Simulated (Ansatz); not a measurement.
Runs of Ansatz 0.2.0 on SnO. The structure is tetragonal, space group P4/nmm (No. 129). The conventional cell has a = 3.814 Å, b = 3.814 Å, c = 4.887 Å, α = 90.00°, β = 90.00°, γ = 90.00°. Sn (site symmetry 4mm) is surrounded by 4 O at 2.23 Å. O (site symmetry -4m2) has 4 Sn at 2.23 Å as nearest neighbours. The cell is a database's computed one.

```csv
level,cutoff (eV),gap on the mesh (eV),pressure (GPa),largest force (eV/Å)
PBE,420,0.15,3.6,(b)
PBEsol,420,0.13,-0.6,0.12
r2SCAN,500,0.28,-0.4,0.12
LDA,420,0.23,-3.3,0.22
PBE0,420,1.15,-0.8,0.27
r2SCAN0,500,1.29,-3.1,0.56
revPBE,420,0.14,(a),(c)
RPBE,420,0.14,6.2,(d)
```

Alike in all rows: task projected density of states; potentials or basis Ansatz PAW; no spin polarisation; cell as given; k mesh 4 × 4 × 3; smearing fermi-dirac 0.05 eV; the mesh is coarse, so values aren't converged.

Q: Fill in the values left out.

A: (a) 5.5; (b) 0.41; (c) 0.54; (d) 0.59.

Caveats: all runs use coarse meshes; odd divisions of the mesh miss points on the zone boundary, where band edges often lie, so the gap on the mesh can be too wide; spin-orbit coupling is left out, which moves the levels of the heavy elements; the PAW data sets come from PBE, with cores solved anew for the run's functional, which leaves a small shift of forces and pressure (some runs); the thresholds are loose for stress (some runs).

A k mesh can miss the band edges, and the runs leave out spin-orbit coupling on Sn.
